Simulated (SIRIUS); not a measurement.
In, 1 atom in the cell. The structure is cubic, space group Im-3m (No. 229). The conventional cell has a = 3.765 Å, b = 3.765 Å, c = 3.765 Å, α = 90.00°, β = 90.00°, γ = 90.00°. In (site symmetry m-3m) has 8 In at 3.26 Å as nearest neighbours. This isn't the form of In at room conditions, which is tetragonal.

```yaml
Program: SIRIUS 7.12.0
Task: single point
Functional: PBEsol
Potentials_or_basis: PseudoDojo 0.4.1 PBEsol standard (scalar relativistic)
Cutoff: 960 eV
Density_cutoff: 3840 eV
k_mesh: 10 × 10 × 10
Occupations: fermi-dirac, width 0.05 eV
Spin: no spin polarisation
Libxc_names: "[\"XC_GGA_X_PBE_SOL\", \"XC_GGA_C_PBE_SOL\"]"
Energy_tol: 1e-08 Ha
Density_tol: 1e-06
Mixer: anderson
Mixing_beta: 0.7
Max_scf: 100
Radial_cutoff_for_the_potentials'_integrals: 6.5 bohr
```

Potentials or basis: PseudoDojo 0.4.1 PBEsol standard (scalar relativistic).

The run is started by

```bash
$ upf_to_json In.upf
$ OMP_NUM_THREADS=1 sirius.scf --input=sirius.json --output=out.json --task=0
```

Hardware: 1 thread of Intel(R) Xeon(R) 6975P-C (Granite Rapids) (shared host).

Task: How long does it take, and how much memory?

Result: It took 19 s on 1 thread of Intel(R) Xeon(R) 6975P-C (Granite Rapids), with other jobs on the host, peak memory 0.21 GiB. Counts: scf iterations 22, k points 47, plane waves 1865, bands 13.
